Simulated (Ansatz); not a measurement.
# SiC (Moissanite) (P6_3mc) in Ansatz: notebook

One crystal, SiC (Moissanite), is run at these levels: PBEsol; tasks: single point, equation of state.

Program: Ansatz 0.2.0. These are calculated values, not measurements. Logs are shortened: lines on timing, memory, paths and dates and some standing lists are left out, and cuts for length are marked.

**1. The structure**

Symmetry: P6_3mc, No. 186, hexagonal system. Conventional cell: a = 3.076 Å, b = 3.076 Å, c = 5.048 Å, α = 90.00°, β = 90.00°, γ = 120.00°. Around Si (site symmetry 3m) lie 4 C at 1.87 to 1.94 Å. C (site symmetry 3m) is surrounded by 4 Si at 1.87 to 1.94 Å.

**2. Single point, PBEsol, 9.72 Å³/atom (volume scaled by 0.94)**

input.yaml reads:

```yaml
crystal:
  lattice:
    - [3.0132068704, 0.0, 0.0]
    - [-1.5066034352, 2.6095136966, 0.0]
    - [0.0, 0.0, 4.9449506768]
  atoms:
    - { symbol: Si, position: [0.6666666667, 0.3333333333, 0.5] }
    - { symbol: Si, position: [0.3333333333, 0.6666666667, 0.0] }
    - { symbol: C, position: [0.6666666667, 0.3333333333, 0.885] }
    - { symbol: C, position: [0.3333333333, 0.6666666667, 0.385] }
kpoints:
  mp_grid: { grid: [10, 10, 5] }
scf:
  occupations: { method: fermi_dirac, width: 0.05 }
hamiltonian:
  xc: pbesol
  pseudopotentials: { kind: all_electron, lapw: { basis_error: 0.002 } }
output:
  forces: true
  stress: true
  eigenvalues: true
```

Potentials or basis: all-electron LAPW, scalar-relativistic.

Run with:

```console
ansatz run input.yaml --threads 2 --pin off --max-ram 6144MiB --backend cpu --events-out ev --progress --plain --runs-dir out
```

Standard output:

```text
Warning: RAYON_NUM_THREADS=2 ignored (pool sized by the plan → 2); use --threads N
LAPW: plane waves up to 9.457 Å⁻¹, error target 2.0e-3 eV per atom; small_component_spin mean_spin; C in spheres of 0.854 Å, 6 of its electrons in bands, Dirac shells []; Si in spheres of 0.976 Å, 12 of its electrons in bands, Dirac shells [] (how accurate: hamiltonian.pseudopotentials.lapw.basis_error, Limitations)
Engine: ansatz 0.2.0, x86_64-unknown-linux-gnu
Pseudopotentials: kind: all_electron
Pseudopotential: Si, LAPW, valence charge 12, lapw/all_electron/scalar/gaussian/Si, Koelling and Harmon's equation, gaussian nucleus
Pseudopotential: C, LAPW, valence charge 6, lapw/all_electron/scalar/gaussian/C, Koelling and Harmon's equation, gaussian nucleus
Functional definition: PBEsol
  exchange = pbesol_x
  correlation = pbesol_c
Crystal: 4 atoms, lattice volume = 38.882 Å³
Basis set: ecut = 340.7314117076019 eV, 549 PW (Γ), exchange–correlation at level 2
Bands: 22, of which v1, the nominal top of the filled ones, is band 18 counted from 1 (17 counted from 0)
Symmetry: 12 space group operations
Space group: P63mc (ITA 186), of the structure as read, at distance tolerance 3.4e-5 Å
k-points: 42 of 500 (time reversal used)
Non-local potential: Si, projectors of the file, none
Non-local potential: C, projectors of the file, none
Initial density: superposition of atomic densities (chi_scale 0.1, normalization cell, long waves kept (reshape's long-wave potential 0.00 eV rms))
Initial wavefunctions: plane waves of lowest kinetic energy (no species holds an atomic orbital)
Functional: x = pbesol(κ = 0.804, μ = 0.12345679012345678), c = pbesol(β = 0.046)
iter 1 solved again at ethr=2.86e-2 eV; its pass at ethr=1.00e-1 eV (dr2=1.03e1 eV) is discarded
SCF iter   1: F=—  HF=-17826.133906 eV  |F-HF|=—  |Δ(HF+E_count)|=         —  Δρ=1.52e-1  dr2=1.03e1  ethr=2.86e-2  ⟨swp⟩=2.0  Hψ=6465  notcnv=0
preconditioner: auto → none  [insulator: Δε(μ)=4.670 eV  Ē_g=13.356 eV  σ=0.050 eV  W_gap=1.00  n_scr=10 (ndim 8)  ℏωp=23.8 eV  f_vac=0.000  D(μ)=0.00/eV (n_scr^D=0)  ε∞_Penn≈4.2]
iter 2 solved again at ethr=8.53e-4 eV; its pass at ethr=2.86e-2 eV (dr2=3.07e-1 eV) is discarded
SCF iter   2: F=—  HF=-17822.233366 eV  |F-HF|=—  |Δ(HF+E_count)|=    3.90e0  Δρ=3.68e-2  dr2=3.08e-1  ethr=8.53e-4  ⟨swp⟩=2.1  Hψ=4890  notcnv=0
SCF iter   3: F=—  HF=-17822.059980 eV  |F-HF|=—  |Δ(HF+E_count)|=         —  Δρ=1.63e-2  dr2=6.08e-2  ethr=8.53e-4  ⟨swp⟩=3.0  Hψ=2781  notcnv=0
the basis was enlarged: its passes take 190.1 KiB over the memory plan, 2 of 2 planned eigensolver slots
SCF iter   4: F=—  HF=-17822.045767 eV  |F-HF|=—  |Δ(HF+E_count)|=   1.42e-2  Δρ=1.21e-3  dr2=3.59e-4  ethr=1.69e-4  ⟨swp⟩=2.0  Hψ=2478  notcnv=0
SCF iter   5: F=—  HF=-17822.045772 eV  |F-HF|=—  |Δ(HF+E_count)|=   4.88e-6  Δρ=1.64e-4  dr2=4.84e-6  ethr=9.96e-7  ⟨swp⟩=3.0  Hψ=2560  notcnv=0
SCF iter   6: F=—  HF=-17822.045774 eV  |F-HF|=—  |Δ(HF+E_count)|=   2.60e-6  Δρ=3.84e-5  dr2=3.41e-7  ethr=1.35e-8  ⟨swp⟩=3.0  Hψ=2542  notcnv=0
SCF iter   7: F=-17822.045774 eV  HF=-17822.045774 eV  |F-HF|=2.44e-10  |Δ(HF+E_count)|=   8.89e-8  Δρ=1.60e-6  dr2=6.54e-10  ethr=9.46e-10  ⟨swp⟩=3.0  Hψ=2544  notcnv=0
SCF 1 converged in 7 iterations: F = -17822.045774 eV  dr2 = 6.54e-10
SCF converged after 7 iterations
Free energy (F): -17822.045774 eV
Harris-Foulkes:  -17822.045774 eV  (|F-HF|=2.44e-10)
Internal energy: -17822.045774 eV  (E = F + TS)
E sigma→0 (E₀):  -17822.045774 eV
Fermi energy:    12.960870 eV
--- Per-component energies (eV) ---
  E_band       = -2323.700987
  E_kinetic    = 17864.885083
  E_xc         = -1399.298428
  E_electrostatic = -34287.632429  (all electrons and nuclei)
  E_smearing   = -0.000000  (= −TS)
  E_closure    = 0.000000  (closes the sum)
  E_atoms      = -17790.356461  (free atoms, spherical and without spin; not in F)
  Σ components = -17822.045774   (vs F -17822.045774, Δ=0.00e0)
  Basis errors (estimates in eV, not in F): energy 1.1e-3 per atom: plane waves 1.0e-3 (6.4e-4 summed), levels above the bands 9.6e-59, relativity 9.5e-9, radial functions 7.5e-5, core shells 2.5e-12; eigenvalues (radial functions only) 1.6e-5; not estimated: angular momenta, meshes, grids; target (lapw.basis_error) 2.0e-3; muffin-tin radii C 0.854 Å, Si 0.976 Å
--- Forces (eV/Å), atoms counted from 1 ---
  atom   1  Si     0.00000000     0.00000000     0.84869696
  atom   2  Si    -0.00000000    -0.00000000     0.84869696
  atom   3  C     -0.00000000     0.00000000    -0.84870831
  atom   4  C      0.00000000    -0.00000000    -0.84870831
  max |Σ_I F_I| component: 2.27e-5 eV/Å
--- Stress (GPa, compression-positive) ---
       18.270096      -0.000000       0.000000
       -0.000000      18.270096      -0.000000
        0.000000      -0.000000      10.617582
  P = ⅓ Tr σ = 15.7193 GPa (157.193 kbar)
--- Band table (eV; the first three rows and the last of 42) ---
  k-point 0: bands = ["-250.3028", "-250.3028", "-120.9545", "-120.9543", "-77.2486", "-77.2463", "-77.2249", "-77.2249", "-77.2245", "-77.2245", "-4.3593", "-0.5805", "2.7524", "10.2943", "10.2943", "11.6129", "11.6129", "11.8824", "16.9921", "18.4791", "18.6806", "18.6806"]
  k-point 1: bands = ["-250.3028", "-250.3028", "-120.9545", "-120.9543", "-77.2483", "-77.2465", "-77.2249", "-77.2249", "-77.2245", "-77.2245", "-4.1544", "-1.3648", "3.8713", "10.4043", "10.4043", "10.7898", "11.4689", "11.4689", "17.1722", "18.7322", "18.7322", "19.1862"]
  k-point 2: bands = ["-250.3028", "-250.3028", "-120.9544", "-120.9544", "-77.2478", "-77.2471", "-77.2248", "-77.2248", "-77.2246", "-77.2246", "-3.5481", "-2.5757", "6.0547", "8.5164", "10.7065", "10.7065", "11.1118", "11.1118", "17.6979", "18.5083", "19.0315", "19.0315"]
  k-point 41: bands = ["-250.3028", "-250.3028", "-120.9542", "-120.9542", "-77.2473", "-77.2472", "-77.2262", "-77.2262", "-77.2259", "-77.2258", "0.4306", "0.8119", "3.7070", "4.0476", "5.5137", "6.3326", "9.5873", "10.0530", "16.6122", "16.9419", "17.7146", "18.8463"]
```

It took 3.1 s on 2 threads of AMD EPYC 9R45 (Zen 5), shared host; peak memory 0.35 GiB.

What came out:

```
Free energy            : -17822.0458 eV
Pressure               : 15.7 GPa
Largest force          : 0.849 eV/Å
Band gap on the k mesh : 2.23 eV, indirect (least direct gap 4.09 eV)
```

Caveat: an odd mesh through Γ misses points on the zone boundary, where band edges often lie.

**3. Single point, PBEsol, 9.93 Å³/atom (volume scaled by 0.96)**

Edit input.yaml of step 2 so:

```diff
@@ -2,5 +2,5 @@
   lattice:
-    - [3.0132068704, 0.0, 0.0]
-    - [-1.5066034352, 2.6095136966, 0.0]
-    - [0.0, 0.0, 4.9449506768]
+    - [3.0344273363, 0.0, 0.0]
+    - [-1.5172136681, 2.6278911591, 0.0]
+    - [0.0, 0.0, 4.9797754205]
   atoms:
```

Potentials or basis: all-electron LAPW, scalar-relativistic.

Run with:

```console
ansatz run input.yaml --threads 2 --pin off --max-ram 6144MiB --backend cpu --events-out ev --progress --plain --runs-dir out
```

Wall time 3 s (2 threads of AMD EPYC 9R45 (Zen 5), shared host); peak memory 0.35 GiB.

The run converged. Its results:

```yaml
Free_energy: -17822.1120 eV
Pressure: 10.0 GPa
Largest_force: 0.813 eV/Å
Band_gap_on_the_k_mesh: 2.26 eV, indirect (least direct gap 4.05 eV)
```

Caveat: an odd mesh through Γ misses points on the zone boundary, where band edges often lie.

**4. Single point, PBEsol, 10.13 Å³/atom (volume scaled by 0.98)**

Edit input.yaml of step 3 so:

```diff
@@ -2,5 +2,5 @@
   lattice:
-    - [3.0344273363, 0.0, 0.0]
-    - [-1.5172136681, 2.6278911591, 0.0]
-    - [0.0, 0.0, 4.9797754205]
+    - [3.0553550827, 0.0, 0.0]
+    - [-1.5276775413, 2.6460151191, 0.0]
+    - [0.0, 0.0, 5.0141197845]
   atoms:
```

Run with:

```console
ansatz run input.yaml --threads 2 --pin off --max-ram 6144MiB --backend cpu --events-out ev --progress --plain --runs-dir out
```

It took 3 s on 2 threads of AMD EPYC 9R45 (Zen 5), shared host; peak memory 0.35 GiB.

Results (log left out):

| Quantity | Value |
| --- | --- |
| Free energy | -17822.1503 eV |
| Pressure | 4.9 GPa |
| Largest force | 0.778 eV/Å |
| Band gap on the k mesh | 2.30 eV, indirect (least direct gap 4.00 eV) |

Caveat: an odd mesh through Γ misses points on the zone boundary, where band edges often lie.

**5. Single point, PBEsol, 10.34 Å³/atom**

Edit input.yaml of step 4 so:

```diff
@@ -2,5 +2,5 @@
   lattice:
-    - [3.0553550827, 0.0, 0.0]
-    - [-1.5276775413, 2.6460151191, 0.0]
-    - [0.0, 0.0, 5.0141197845]
+    - [3.076, 0.0, 0.0]
+    - [-1.538, 2.663894142, 0.0]
+    - [0.0, 0.0, 5.048]
   atoms:
```

Run with:

```console
ansatz run input.yaml --threads 2 --pin off --max-ram 6144MiB --backend cpu --events-out ev --progress --plain --runs-dir out
```

Wall time 3.2 s (2 threads of AMD EPYC 9R45 (Zen 5), shared host); peak memory 0.35 GiB.

The run converged. Its results:

| Quantity | Value |
| --- | --- |
| Free energy | -17822.1632 eV |
| Pressure | 0.2 GPa |
| Largest force | 0.746 eV/Å |
| Band gap on the k mesh | 2.33 eV, indirect (least direct gap 3.96 eV) |

Caveat: an odd mesh through Γ misses points on the zone boundary, where band edges often lie.

**6. Single point, PBEsol, 10.55 Å³/atom (volume scaled by 1.02)**

Edit input.yaml of step 5 so:

```diff
@@ -2,5 +2,5 @@
   lattice:
-    - [3.076, 0.0, 0.0]
-    - [-1.538, 2.663894142, 0.0]
-    - [0.0, 0.0, 5.048]
+    - [3.0963714546, 0.0, 0.0]
+    - [-1.5481857273, 2.6815363392, 0.0]
+    - [0.0, 0.0, 5.0814314379]
   atoms:
```

Potentials or basis: all-electron LAPW, scalar-relativistic.

Run with:

```console
ansatz run input.yaml --threads 2 --pin off --max-ram 6144MiB --backend cpu --events-out ev --progress --plain --runs-dir out
```

Run time: 3.2 s. Hardware: 2 threads of AMD EPYC 9R45 (Zen 5), shared host; peak memory 0.34 GiB.

Results (log left out):

* Free energy: -17822.1532 eV
* Pressure: -4.0 GPa
* Largest force: 0.715 eV/Å
* Band gap on the k mesh: 2.36 eV, indirect (least direct gap 3.92 eV)

Caveat: an odd mesh through Γ misses points on the zone boundary, where band edges often lie.

**7. Single point, PBEsol, 10.75 Å³/atom (volume scaled by 1.04)**

Edit input.yaml of step 6 so:

```diff
@@ -2,5 +2,5 @@
   lattice:
-    - [3.0963714546, 0.0, 0.0]
-    - [-1.5481857273, 2.6815363392, 0.0]
-    - [0.0, 0.0, 5.0814314379]
+    - [3.1164783262, 0.0, 0.0]
+    - [-1.5582391631, 2.6989494007, 0.0]
+    - [0.0, 0.0, 5.1144286705]
   atoms:
```

Run with:

```console
ansatz run input.yaml --threads 2 --pin off --max-ram 6144MiB --backend cpu --events-out ev --progress --plain --runs-dir out
```

It took 3.1 s on 2 threads of AMD EPYC 9R45 (Zen 5), shared host; peak memory 0.35 GiB.

It converged, with:

```yaml
Free_energy: -17822.1223 eV
Pressure: -7.9 GPa
Largest_force: 0.686 eV/Å
Band_gap_on_the_k_mesh: 2.39 eV, indirect (least direct gap 3.88 eV)
```

Caveat: an odd mesh through Γ misses points on the zone boundary, where band edges often lie.

**8. Single point, PBEsol, 10.96 Å³/atom (volume scaled by 1.06)**

Edit input.yaml of step 7 so:

```diff
@@ -2,5 +2,5 @@
   lattice:
-    - [3.1164783262, 0.0, 0.0]
-    - [-1.5582391631, 2.6989494007, 0.0]
-    - [0.0, 0.0, 5.1144286705]
+    - [3.1363290418, 0.0, 0.0]
+    - [-1.5681645209, 2.7161406248, 0.0]
+    - [0.0, 0.0, 5.1470055276]
   atoms:
```

Run with:

```console
ansatz run input.yaml --threads 2 --pin off --max-ram 6144MiB --backend cpu --events-out ev --progress --plain --runs-dir out
```

Wall time 3.3 s (2 threads of AMD EPYC 9R45 (Zen 5), shared host); peak memory 0.35 GiB.

Results (log left out):

| Item | Value |
| --- | --- |
| Free energy | -17822.0724 eV |
| Pressure | -11.3 GPa |
| Largest force | 0.659 eV/Å |
| Band gap on the k mesh | 2.37 eV, indirect (least direct gap 3.84 eV) |

Caveat: an odd mesh through Γ misses points on the zone boundary, where band edges often lie.

**9. Equation of state, PBEsol**

Potentials or basis: all-electron LAPW, scalar-relativistic.

No new run: the results of the series are fitted here.

What came out:

```yaml
Equilibrium_volume: 10.35 Å³/atom
Bulk_modulus_at_fixed_shape_and_positions: 222 GPa
Pressure_derivative_of_the_bulk_modulus: 3.9
```

Energy against volume, from the lowest point:
```csv
volume (Å³/atom),energy (meV/atom)
9.721,29.36
9.927,12.80
10.134,3.23
10.341,0.00
10.548,2.51
10.755,10.24
10.961,22.69
```

Caveat: the cell was scaled at fixed shape and fractional positions, which overstates the stiffness of a crystal with free parameters, most of all of layers and chains.
